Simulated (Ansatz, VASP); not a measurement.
# One calculation of Sb, two programs

File INCAR:

```
PREC = Accurate ; ENCUT = 520
EDIFF = 1E-6 ; ISMEAR = 0
SIGMA = 0.1 ; LREAL = False
LASPH = True ; NELM = 60
ALGO = Normal ; ISIF = 2
LWAVE = False ; LCHARG = False
GGA = PE ; NBANDS = 8
```

Contents of KPOINTS:

```
Automatic mesh
0
Gamma
  16 16 16
```

The input POSCAR:

```
Sb
1.0
    0.0000000000      2.4653097124      2.4653097124
    2.4653097124      0.0000000000      2.4653097124
    2.4653097124      2.4653097124      0.0000000000
Sb
1
Direct
    0.0000000000      0.0000000000      0.0000000000
```

Input for Ansatz:

```yaml
crystal:
  lattice:
    - [0.0, 2.4653097124, 2.4653097124]
    - [2.4653097124, 0.0, 2.4653097124]
    - [2.4653097124, 2.4653097124, 0.0]
  atoms:
    - { symbol: Sb, position: [0.0, 0.0, 0.0] }
basis:
  ecutwfc: 420
kpoints:
  mp_grid: { grid: [16, 16, 16] }
hamiltonian:
  xc: pbe
scf:
  occupations: { method: gaussian, width: 0.1 }
output:
  forces: true
  stress: true
  eigenvalues: true
```

Alike in both runs: task single point; functional PBE; k mesh 16 × 16 × 16; occupations gaussian, width 0.1 eV; no spin polarisation.

```csv
,VASP,Ansatz
version,VASP 6.6.1,Ansatz 0.2.0
potentials or method,"VASP PAW PBE potentials, release 64 (Sb)","scalar-relativistic, plane waves, PAW"
plane-wave cutoff (eV),520,420
valence electrons in the cell,5,15
```

VASP gave:

```
gap on the k mesh at the Fermi level (eV) : none
pressure (GPa)                            : -4.2
```

Question: What did Ansatz give for the same quantities?

Answer: gap on the k mesh at the Fermi level (eV): none; pressure (GPa): -4.1.

A gap of «none» marks a metal or a gap that the smearing closes. The functional is the same, so the differences come from potentials, cutoffs and numerics. The two sets of potentials don't hold the same shells in valence.

Spin-orbit coupling is left out, which matters for the levels of Sb.
